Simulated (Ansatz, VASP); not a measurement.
Two plane-wave programs on Ni

```
CELL_PARAMETERS angstrom
0.00000 1.75997 1.75997
1.75997 0.00000 1.75997
1.75997 1.75997 0.00000
ATOMIC_POSITIONS crystal
Ni 0.00000 0.00000 0.00000
```

Alike in both runs: functional PBE; k mesh 10 × 10 × 10; occupations gaussian, width 0.1 eV; collinear spin.

Ansatz relaxed the structure, and its values are those at the end. VASP's run is a single point on that final structure, the one shown.

```csv
,VASP,Ansatz
version,VASP 6.6.1,Ansatz 0.2.0
potentials or method,"VASP PAW PBE potentials, release 64 (Ni)","scalar-relativistic, plane waves, PAW"
plane-wave cutoff (eV),520,420
valence electrons in the cell,10,18
```

```csv
,VASP,Ansatz,Ansatz less VASP
gap on the k mesh at the Fermi level (eV),none,none,-
pressure (GPa),0.2,0.3,+0.07
net moment per atom (μB),0.72,0.73,+0.013
size of the moment on the site where the two differ most (μB),0.73,0.77,+0.039
```

Site moments also hang on the region over which each program counts them. A gap of «none» marks a metal or a gap that the smearing closes. The two sets of potentials don't hold the same shells in valence.
